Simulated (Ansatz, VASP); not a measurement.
## Sc in VASP and in Ansatz

The input INCAR:

```
ALGO = Normal
EDIFF = 1E-6
ENCUT = 520
GGA = CA
ISIF = 2
ISMEAR = 0
LASPH = T
LCHARG = F
LREAL = F
LWAVE = F
NBANDS = 12
NELM = 100
PREC = Accurate
SIGMA = 0.15
```

File KPOINTS:

```
k-points
0
Gamma
  18 18 18
```

POSCAR

```
Sc
1.0
    0.0000000000      2.2705000000      2.2705000000
    2.2705000000      0.0000000000      2.2705000000
    2.2705000000      2.2705000000      0.0000000000
Sc
1
Direct
    0.0000000000      0.0000000000      0.0000000000
```

Input for Ansatz:

```yaml
crystal:
  lattice:
    - [0.0, 2.2705, 2.2705]
    - [2.2705, 0.0, 2.2705]
    - [2.2705, 2.2705, 0.0]
  atoms:
    - { symbol: Sc, position: [0.0, 0.0, 0.0] }
basis:
  ecutwfc: 420
kpoints:
  mp_grid: { grid: [18, 18, 18] }
hamiltonian:
  xc: lda
scf:
  occupations: { method: gaussian, width: 0.15 }
output:
  forces: true
  stress: true
  eigenvalues: true
```

This isn't the form of Sc at room conditions, which is hcp.

Alike in both runs: task single point; functional LDA; k mesh 18 × 18 × 18; occupations gaussian, width 0.15 eV; no spin polarisation.

|  | VASP | Ansatz |
| --- | --- | --- |
| version | VASP 6.6.1 | Ansatz 0.2.0 |
| potentials or method | VASP PAW LDA potentials, release 64 (Sc_sv) | scalar-relativistic, plane waves, PAW |
| plane-wave cutoff (eV) | 520 | 420 |
| valence electrons in the cell | 11 | 11 |

```tsv
	VASP	Ansatz	Ansatz less VASP
gap on the k mesh at the Fermi level (eV)	none	none	-
pressure (GPa)	-2.4	-2.4	-0.06
```

A gap of «none» marks a metal or a gap that the smearing closes.
